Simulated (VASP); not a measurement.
Input of a VASP 6.6.1 run:

File INCAR:

```
PREC = Accurate
ENCUT = 600
EDIFF = 1E-6
ISMEAR = 0
SIGMA = 0.02
LREAL = False
LASPH = True
NELM = 60
ALGO = Normal
ISIF = 3
LWAVE = False
LCHARG = False
GGA = PS
IBRION = 2
NSW = 100
EDIFFG = -0.005
```

The input KPOINTS:

```
regular mesh
0
Gamma
  10 10 10
```

Contents of POSCAR:

```
H
1.0
   -1.7538615527      1.7538615527      2.1865365920
    1.7538615527     -1.7538615527      2.1865365920
    1.7538615527      1.7538615527     -2.1865365920
H
2
Direct
    0.9131798545      0.9131798545      0.0000000000
    0.0868201455      0.0868201455      0.0000000000
```

Potentials or basis: VASP PAW PBE potentials, release 64 (H).

Run with:

```console
$ cat potpaw_PBE.64/H/POTCAR > POTCAR
$ mpirun -np 1 vasp_std > vasp.out
```

Q: Predict the band gap on the k mesh.

A: 8.86 eV, indirect (least direct gap 9.51 eV).

Final structure:
```xyz
2
Lattice="-1.7539 1.7539 2.1865 1.7539 -1.7539 2.1865 1.7539 1.7539 -2.1865" Properties=species:S:1:pos:R:3 pbc="T T T"
H     0.0000    0.0000    3.9934
H     0.0000    0.0000    0.3797
```

Caveat: the relaxation stopped at its first step, so nothing moved. A k mesh can miss the band edges.
